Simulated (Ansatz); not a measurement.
# RbBr: pressure against volume, fitted

```
CELL_PARAMETERS angstrom
0.00000 3.42750 3.42750
3.42750 0.00000 3.42750
3.42750 3.42750 0.00000
ATOMIC_POSITIONS crystal
Rb 0.00000 0.00000 0.00000
Br 0.50000 0.50000 0.50000
```

Atoms are numbered in the order listed.

The cell is COD entry 1010048, as deposited and not checked against the literature; nothing was relaxed. It is an old determination, and later ones may differ.

The calculation used DFT, PBEsol, all-electron LAPW, scalar-relativistic in Ansatz 0.2.0.

The runs use a Γ-centred 7×7×7 k mesh, Fermi–Dirac smearing of 0.03 eV, basis error target 1 meV/atom, no spin polarisation.

The cell is scaled evenly. Fractional coordinates are held (clamped ions).

```json
{"V (Å³/atom)": "37.850", "P (GPa)": "0.92"}
{"V (Å³/atom)": "38.655", "P (GPa)": "0.55"}
{"V (Å³/atom)": "39.460", "P (GPa)": "0.22"}
{"V (Å³/atom)": "39.863", "P (GPa)": "0.07"}
{"V (Å³/atom)": "40.265", "P (GPa)": "-0.06"}
{"V (Å³/atom)": "40.668", "P (GPa)": "-0.20"}
{"V (Å³/atom)": "41.071", "P (GPa)": "-0.32"}
{"V (Å³/atom)": "42.681", "P (GPa)": "-0.74"}
```

Fit a third-order Birch–Murnaghan curve to the pressures.

P = (3B0/2)(y^(7/2) − y^(5/2))[1 + (3/4)(B0′ − 4)(y − 1)] with y = (V0/V)^(2/3) fits within 0.01 GPa for V0 = 40.071 Å³/atom, B0 = 13.9 GPa and B0′ = 5.32.

Predict the pressure at the withheld volume, 41.876 Å³/atom.

There y = 0.9710, so the fit gives -0.54 GPa; the run gave -0.55 GPa.
